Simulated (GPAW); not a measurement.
CsBr:

```
CELL_PARAMETERS angstrom
4.32562 0.00000 0.00000
0.00000 4.32562 0.00000
0.00000 0.00000 4.32562
ATOMIC_POSITIONS crystal
Cs 0.00000 0.00000 0.00000
Br 0.50000 0.50000 0.50000
```

The cell comes from a database or a generator and needn't be the stable form of this composition.

Base run:

* Program: GPAW 26.7.0
* Functional: PBEsol
* Potentials or basis: PAW data sets generated in the run's folder for this functional
* Cutoff: 600 eV
* Basis: pw
* k mesh: 6 × 6 × 6
* Occupations: fermi-dirac, width 0.05 eV
* Spin: no spin polarisation

Its results: band gap on the k mesh 4.23 eV, indirect (least direct gap 4.24 eV).

The run is repeated on the same cell with these changes: functional from PBEsol to TB-mBJ; potentials or basis from PAW data sets generated in the run's folder for this functional to GPAW PAW data sets for LDA (gpaw-data 1.2.1). What comes out?

Band gap on the k mesh 6.21 eV, direct.

Caveats: spin-orbit coupling is left out, which moves the levels of the heavy elements; a model potential gives levels but no total energy (some runs).

A k mesh can miss the band edges.
